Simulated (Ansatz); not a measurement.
System: zinc-blende AlSb. Method: PBEsol+SOC (plane waves, PAW; Ansatz, a first-principles code).

Numerical settings: plane-wave cutoff 520 eV, 10×10×10 k mesh, PAW data made under PBE.

Computed at the level's own relaxed cell.

Question: Give the computed elastic constant C44, Poisson ratio, Voigt–Reuss–Hill shear modulus (Hill average), Voigt–Reuss–Hill bulk modulus, elastic constant C11 and elastic constant C12.

Answer: 
- elastic constant C44: 36.8 GPa
- Poisson ratio: 0.272
- Voigt–Reuss–Hill shear modulus (Hill average): 28.9 GPa
- Voigt–Reuss–Hill bulk modulus: 53.6 GPa
- elastic constant C11: 80.3 GPa
- elastic constant C12: 40.2 GPa

Measured, for comparison: elastic constant C44 40.8 GPa, elastic constant C11 87.7 GPa, elastic constant C12 43.4 GPa (temperature not stated, no zero-point or thermal correction; as tabulated in Oses et al. (2018), arXiv:1811.08464). Computed (rounded) less measured: elastic constant C44 -10 %, elastic constant C11 -8 %, elastic constant C12 -7 %.

Elastic constants are with the ions relaxed.

Computed values are for the static lattice.
